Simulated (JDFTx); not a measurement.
Runs of JDFTx 1.7.0 (patched build) on KMgF3. The structure is cubic, space group Pm-3m (No. 221). Conventional cell: a = 3.986 Å, b = 3.986 Å, c = 3.986 Å, α = 90.00°, β = 90.00°, γ = 90.00°. K (site symmetry m-3m) is surrounded by 12 F at 2.82 Å. Mg (site symmetry m-3m) has 6 F at 1.99 Å as nearest neighbours. F (site symmetry 4/mmm) is surrounded by 2 Mg at 1.99 Å. 

| level | potentials or basis | k mesh | cutoff (eV) | local potential set to -Z/r beyond | mesh quality | gap on the mesh (eV) | pressure (GPa) | relaxed volume (Å³/atom) |
| --- | --- | --- | --- | --- | --- | --- | --- | --- |
| r2SCAN | SG15-PBE-1.2 with smoothed tails | 3 × 3 × 3 | 1361 | 6 bohr | coarse | 8.45 | 0.0 | 12.61 |
| LDA | PseudoDojo-SR-LDA-0.4.1-standard with smoothed tails | 7 × 7 × 7 | 1143 | 6 bohr | not flagged | 7.51 | 0.0 | 11.93 |
| LDA | PseudoDojo-SR-LDA-0.4.1-standard | 7 × 7 × 7 | 1143 | - | not flagged | 7.51 | 0.0 | 11.93 |
| PBEsol | PseudoDojo-SR-PBEsol-0.4.1-standard with smoothed tails | 7 × 7 × 7 | 1143 | 6 bohr | not flagged | 7.18 | 0.0 | (a) |

Alike in all rows: task relaxation of cell and atoms; no spin polarisation; cell relaxed; smearing fermi-dirac 0.05 eV.

Question: Fill in the values left out.

Answer: (a) 12.69.

Caveats: some runs use coarse meshes; an odd mesh through Γ misses points on the zone boundary, where band edges often lie; the potentials were made for another functional, which shifts forces and pressure (some runs).
